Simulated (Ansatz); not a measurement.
Q: CsCl (CsCl type, Pm-3m) is relaxed with plane-wave PAW LDA (Ansatz code). What lattice parameters of the conventional cell result?

A: a = 3.969 Å.

Q: Is it a metal or does it have a gap at this level?

A: A gap of 4.99 eV, direct.

The LDA relaxation kept the symmetry of its start. Spin–orbit coupling is left out wherever it is not named.

Potentials: the later of the program's two PAW sets.
